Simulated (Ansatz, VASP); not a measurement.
## Zn8H: VASP beside Ansatz

```xyz
9
Lattice="0.0000 3.9847 3.9847 3.9847 0.0000 3.9847 3.9847 3.9847 0.0000" Properties=species:S:1:pos:R:3 pbc="T T T"
Zn    0.0000    0.0000    0.0000
Zn    1.9924    1.9924   -0.0536
Zn    1.9924   -0.0536    1.9924
Zn    4.0383    1.9924    1.9924
Zn   -0.0536    1.9924    1.9924
Zn    1.9924    4.0383    1.9924
Zn    1.9924    1.9924    4.0383
Zn    3.9847    3.9847    3.9847
H     1.9924    1.9924    1.9924
```

Alike in both runs: functional PBE; k mesh 6 × 6 × 6; occupations gaussian, width 0.1 eV; no spin polarisation.

Ansatz relaxed the structure, and its values are those at the end. VASP's run is a single point on that final structure, the one shown.

|  | VASP | Ansatz |
| --- | --- | --- |
| version | VASP 6.6.1 | Ansatz 0.2.0 |
| potentials or method | VASP PAW PBE potentials, release 64 (Zn, H) | scalar-relativistic, plane waves, PAW |
| plane-wave cutoff (eV) | 520 | 420 |
| valence electrons in the cell | 97 | 97 |

```tsv
	VASP	Ansatz	Ansatz less VASP
gap on the k mesh at the Fermi level (eV)	none	none	-
pressure (GPa)	0.3	0.0	-0.26
```

A gap of «none» marks a metal or a gap that the smearing closes. The functional is the same, so the differences come from potentials, cutoffs and numerics.
